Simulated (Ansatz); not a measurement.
## Rb under changes of volume

One of the cells (88.043 Å³/atom); the others are scaled copies at fixed shape and fractional positions:

```xyz
1
Lattice="-2.8025 2.8025 2.8025 2.8025 -2.8025 2.8025 2.8025 2.8025 -2.8025" Properties=species:S:1:pos:R:3 pbc="T T T"
Rb    0.0000    0.0000    0.0000
```

* Program: Ansatz 0.2.0
* Functional: RPBE-LYP
* Potentials or basis: all-electron LAPW, scalar-relativistic
* Cutoff: 57 eV (chosen from the basis error)
* Basis error allowed: 0.0005 eV/atom
* k mesh: 7 × 7 × 7
* Occupations: fermi-dirac, width 0.01 eV
* Spin: no spin polarisation

```tsv
volume (Å³/atom)	energy over the lowest point (meV/atom)	pressure (GPa)
82.761	27.45	0.7
84.522	20.70	0.6
86.283	14.93	0.5
88.043	10.04	0.4
89.804	5.98	0.3
91.565	?	?
93.326	0.00	0.2
```

Q: What does the run at 91.565 Å³/atom give?

A: Energy over the lowest point 2.65 meV/atom; pressure 0.3 GPa.

Worked out: A Birch-Murnaghan fit of order 3 (a polynomial in V^(-2/3)) to the other rows has no minimum within the range. It gives 2.65 meV/atom at 91.565 Å³/atom, against the run's 2.65, and -dE/dV = 0.3 GPa, against 0.3.

Energies are extrapolated to zero smearing.

The runs don't all hold the same shells in valence.
